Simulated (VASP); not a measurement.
Here is a VASP 6.6.1 calculation.

The input INCAR:

```
SYSTEM = Si3N4
PREC = Accurate
ENCUT = 520
EDIFF = 1E-7
ISMEAR = 0
SIGMA = 0.01
LREAL = .FALSE.
LASPH = .TRUE.
NELM = 100
ALGO = Fast
ISIF = 2
LWAVE = .FALSE.
LCHARG = .FALSE.
GGA = PS
NBANDS = 45
```

File KPOINTS:

```
Automatic mesh
0
G
  6 6 6
  0 0 0
```

Contents of POSCAR:

```
Si3N4
1.0
    0.0000000000      3.8718061675      3.8718061675
    3.8718061675      0.0000000000      3.8718061675
    3.8718061675      3.8718061675      0.0000000000
Si N
6 8
Direct
    0.1250000000      0.1250000000      0.6250000000
    0.1250000000      0.6250000000      0.1250000000
    0.6250000000      0.1250000000      0.1250000000
    0.1250000000      0.1250000000      0.1250000000
    0.7500000000      0.7500000000      0.7500000000
    0.5000000000      0.5000000000      0.5000000000
    0.3675508603      0.3675508603      0.3675508603
    0.3526525810      0.8824491397      0.8824491397
    0.8824491397      0.8824491397      0.3526525810
    0.8824491397      0.3526525810      0.8824491397
    0.3675508603      0.3675508603      0.8973474190
    0.3675508603      0.8973474190      0.3675508603
    0.8824491397      0.8824491397      0.8824491397
    0.8973474190      0.3675508603      0.3675508603
```

Potentials or basis: VASP PAW PBE potentials, release 64 (Si, N).

Launch:

```console
$ cat potpaw_PBE.64/Si/POTCAR potpaw_PBE.64/N/POTCAR > POTCAR
$ mpirun -np 1 vasp_std > vasp.out
```

Q: Estimate the pressure.

A: 0.3 GPa.

Q: What does it give for the largest force?

A: 0.009 eV/Å.

Forces in eV/Å, atoms in the order of the input:
```
Si   0.000  0.000  0.000
Si   0.000  0.000  0.000
Si   0.000  0.000  0.000
Si   0.000  0.000  0.000
Si   0.000  0.000  0.000
Si   0.000  0.000  0.000
N    0.005  0.005  0.005
N   -0.005  0.005  0.005
N    0.005  0.005 -0.005
N    0.005 -0.005  0.005
N   -0.005 -0.005  0.005
N   -0.005  0.005 -0.005
N   -0.005 -0.005 -0.005
N    0.005 -0.005 -0.005
```

Caveat: the PAW data sets were made with another functional, which shifts forces and pressure a little.
